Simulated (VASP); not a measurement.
The system is PbSe (Clausthalite).

```
Pb Se
1.0
     0.00000    3.06065    3.06065
     3.06065    0.00000    3.06065
     3.06065    3.06065    0.00000
Pb Se
1 1
Direct
  0.00000 0.00000 0.00000
  0.50000 0.50000 0.50000
```

| Item | Value |
| --- | --- |
| Program | VASP 6.6.1 |
| Task | relaxation of cell and atoms |
| Functional | PBE |
| Potentials or basis | VASP PAW PBE potentials, release 64 (Pb_d_GW, Se_GW) |
| Cutoff | 630 eV |
| k mesh | 8 × 8 × 8 |
| Occupations | fermi-dirac, width 0.05 eV |
| Spin | no spin polarisation |

At the start: pressure 2.4 GPa; volume 28.67 Å³/atom.

Task: How do energy, volume and symmetry change on relaxing?

Result: Over 3 steps the energy falls by 10.0 meV/atom and the volume is 30.04 Å³/atom (+4.8 %); space group Fm-3m (No. 225, to 0.05 Å).

Step by step:
```
step  energy change (eV)  largest force (eV/Å)  pressure (GPa)  volume (Å³)
   1              0.0000                0.0000            2.41        57.34
   2             -0.0179                0.0000           -0.69        61.00
   3             -0.0199                0.0000            0.02        60.09
```

Final structure:
```yaml
crystal:
  lattice:
    - [0.00000, 3.10871, 3.10871]
    - [3.10871, 0.00000, 3.10871]
    - [3.10871, 3.10871, 0.00000]
  atoms:
    - { symbol: Pb, position: [0.00000, 0.00000, 0.00000] }
    - { symbol: Se, position: [0.50000, 0.50000, 0.50000] }
```

The cell as given is a measured one (28.67 Å³/atom); PBE puts the equilibrium volume +4.8 % from it, thermal expansion not counted.
